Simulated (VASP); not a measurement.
# CoO: relaxation of the cell, by functional

CoO, Fm-3m (no. 225), 2 atoms in the cell.

| Functional | Volume (A^3) | Pressure left (GPa) | Ionic steps | SCF steps in all | Time (s) |
|---|---|---|---|---|---|
| Wu-Cohen | 18.073 | -0.06 | 4 | 47 | 77 |
| GDSMFB | 16.756 | 0.09 | 4 | 47 | 76 |
| xPBE | 19.491 | -0.03 | 3 | 34 | 53 |
| OLYP | 19.319 | 0.02 | 3 | 30 | 49 |
| mPWLYP | 19.708 | 0.15 | 3 | 34 | 42 |

## Input of the first row

INCAR:
```
ALGO = Normal ; EDIFF = 1E-7
EDIFFG = -0.01 ; ENCUT = 600
GGA = LIBXC ; GGA_COMPAT = F
IBRION = 2 ; ISIF = 3
ISMEAR = 0 ; ISPIN = 2
LASPH = T ; LCHARG = F
LIBXC1 = GGA_X_WC ; LIBXC2 = GGA_C_PBE
LMAXMIX = 4 ; LORBIT = 11
LREAL = F ; LWAVE = F
MAGMOM = 2 0 ; NELM = 100
NSW = 40 ; PREC = Accurate
SIGMA = 0.02
```

KPOINTS:
```
k-points
0
Gamma
  9 9 9
```

POSCAR:
```
CoO
1.0
    0.0000000000      2.1315000000      2.1315000000
    2.1315000000      0.0000000000      2.1315000000
    2.1315000000      2.1315000000      0.0000000000
Co O
1 1
Direct
    0.0000000000      0.0000000000      0.0000000000
    0.5000000000      0.5000000000      0.5000000000
```

Commands:
```
cat potpaw_PBE.64/Co/POTCAR potpaw_PBE.64/O/POTCAR > POTCAR
mpirun -np 1 vasp_std > vasp.out
```

Changes of the last row against the first:
```
- LIBXC1 = GGA_X_WC
- LIBXC2 = GGA_C_PBE
+ LIBXC1 = GGA_X_MPW91
+ LIBXC2 = GGA_C_LYP
```

VASP 6.6.1 took 77 s on 1 core (Intel Xeon Platinum 8259CL @ 2.50GHz (Skylake/Cascade Lake)), a shared host.
